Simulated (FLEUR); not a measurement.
Crystal: KCl (Sylvite).

```
CELL_PARAMETERS angstrom
0.00000 3.14647 3.14647
3.14647 0.00000 3.14647
3.14647 3.14647 0.00000
ATOMIC_POSITIONS crystal
K 0.00000 0.00000 0.00000
Cl 0.50000 0.50000 0.50000
```

Base run:

```yaml
Program: FLEUR MaX-R8.1 (later development tree)
Functional: WC
Potentials_or_basis: all-electron
Basis: FLAPW
Kmax: 4.1 1/bohr
k_mesh: 7 × 7 × 7
Occupations: fermi-dirac, width 0.05 eV
Spin: no spin polarisation
```

Its results: band gap on the k mesh 5.12 eV, direct.

The run is repeated on the same cell with these changes: functional from WC to RPBE. What comes out?

Band gap on the k mesh 5.81 eV, direct.

Not every run made on this cell is shown here.
